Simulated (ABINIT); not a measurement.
The system is Zr.

```
CELL_PARAMETERS angstrom
3.23200 0.00000 0.00000
-1.61600 2.79899 0.00000
0.00000 0.00000 5.14700
ATOMIC_POSITIONS crystal
Zr 0.66667 0.33333 0.75000
Zr 0.33333 0.66667 0.25000
```

- Program: ABINIT 10.8.3 (patched build)
- Task: relaxation of cell and atoms
- Functional: LDA
- Potentials or basis: JTH PAW LDA v2.0
- Cutoff: 463 eV
- k mesh: 7 × 7 × 4
- Occupations: fermi-dirac, width 0.05 eV
- Spin: no spin polarisation

At the start: pressure -6.0 GPa; volume 23.28 Å³/atom.

Problem. Where does the relaxation end?

Solution. Over 8 steps the energy falls by 28.6 meV/atom and the volume is 21.82 Å³/atom (-6.3 %); space group P6_3/mmc (No. 194, to 0.05 Å).

Step by step:
| step | energy change (eV) | largest force (eV/Å) | pressure (GPa) | volume (Å³) |
| --- | --- | --- | --- | --- |
| 1 | 0.0000 | 0.0000 | -6.02 | 46.56 |
| 2 | -0.0278 | 0.0000 | -4.43 | 45.71 |
| 3 | -0.0571 | 0.0000 | 0.25 | 43.54 |
| 4 | -0.0572 | 0.0000 | -0.01 | 43.65 |
| 5 | -0.0572 | 0.0000 | 0.00 | 43.65 |
| 6 | -0.0572 | 0.0000 | 0.01 | 43.64 |
| 7 | -0.0572 | 0.0000 | 0.01 | 43.64 |
| 8 | -0.0572 | 0.0000 | 0.01 | 43.65 |

Final structure:
```cif
data_structure
_symmetry_space_group_name_H-M 'P 1'
_symmetry_Int_Tables_number 1
_cell_length_a 3.1631
_cell_length_b 3.1631
_cell_length_c 5.0374
_cell_angle_alpha 90.000
_cell_angle_beta 90.000
_cell_angle_gamma 120.000
_cell_volume 43.65
loop_
_atom_site_label
_atom_site_type_symbol
_atom_site_fract_x
_atom_site_fract_y
_atom_site_fract_z
_atom_site_occupancy
Zr1 Zr 0.66667 0.33333 0.75000 1
Zr2 Zr 0.33333 0.66667 0.25000 1
```
